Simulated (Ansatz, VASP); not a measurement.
**Two plane-wave programs on Pt**

Contents of run.py:

```python
from ase.calculators.vasp import Vasp
from ase.dft.bandgap import bandgap
from ase.io import read

atoms = read('Pt.cif')
calc = Vasp(
    directory='calc',
    xc='rpbe',
    pp='PBE',
    setups='recommended',
    pp_version='54',
    prec='Accurate',
    encut=520,
    ediff=1e-06,
    ismear=0,
    sigma=0.02,
    lreal=False,
    lasph=True,
    nelm=80,
    algo='Normal',
    isif=2,
    lwave=False,
    lcharg=False,
    kpts=[12, 12, 12],
    gamma=True,
)
atoms.calc = calc

print('energy (eV):', atoms.get_potential_energy())
print('free energy (eV):', atoms.get_potential_energy(force_consistent=True))
print('forces (eV/A):')
print(atoms.get_forces())
print('stress (eV/A^3, Voigt):', atoms.get_stress())
print('Fermi level (eV):', calc.get_fermi_level())
gap, top, bottom = bandgap(calc)
print('band gap (eV):', gap, 'from (spin, k, band)', top, 'to', bottom)
```

The input Pt.cif:

```cif
data_Pt
_cell_length_a 2.77313137
_cell_length_b 2.77313137
_cell_length_c 2.77313137
_cell_angle_alpha 60.00000000
_cell_angle_beta 60.00000000
_cell_angle_gamma 60.00000000
_space_group_name_H-M_alt 'P1'
_space_group_name_Hall 'P 1'
_space_group_IT_number 1
loop_
_space_group_symop_operation_xyz
'x,y,z'
loop_
_atom_site_label
_atom_site_type_symbol
_atom_site_symmetry_multiplicity
_atom_site_Wyckoff_symbol
_atom_site_fract_x
_atom_site_fract_y
_atom_site_fract_z
_atom_site_occupancy
Pt1 Pt 1 a 0.0000000000 0.0000000000 0.0000000000 1
```

input.yaml

```yaml
crystal:
  lattice:
    - [0.0, 1.9609, 1.9609]
    - [1.9609, 0.0, 1.9609]
    - [1.9609, 1.9609, 0.0]
  atoms:
    - { symbol: Pt, position: [0.0, 0.0, 0.0] }
hamiltonian:
  xc: rpbe
  pseudopotentials: { kind: paw }
kpoints:
  mp_grid: { grid: [12, 12, 12] }
scf:
  occupations: { method: gaussian, width: 0.02 }
output:
  forces: true
  stress: true
  eigenvalues: true
```

Alike in both runs: task single point; functional RPBE; k mesh 12 × 12 × 12; occupations gaussian, width 0.02 eV; no spin polarisation.

```csv
,VASP,Ansatz
version,VASP 6.6.1,Ansatz 0.2.0
potentials or method,"VASP PAW PBE potentials, release 54 (Pt)",Ansatz PAW
plane-wave cutoff (eV),520,420
valence electrons in the cell,10,18
```

Ansatz gave:

* gap on the k mesh at the Fermi level (eV): none
* pressure (GPa): 14.5

Question: What did VASP give for the same quantities?

Answer: gap on the k mesh at the Fermi level (eV): none; pressure (GPa): 13.9.

A gap of «none» marks a metal or a gap that the smearing closes. The functional is the same, so the differences come from potentials, cutoffs and numerics. The two sets of potentials don't hold the same shells in valence.

Caveats: the PAW data sets were made with another functional, which shifts forces and pressure a little (VASP); the PAW data sets come from PBE, with cores solved anew for the run's functional, which leaves a small shift of forces and pressure (Ansatz). Spin-orbit coupling is left out, which matters for the levels of Pt.
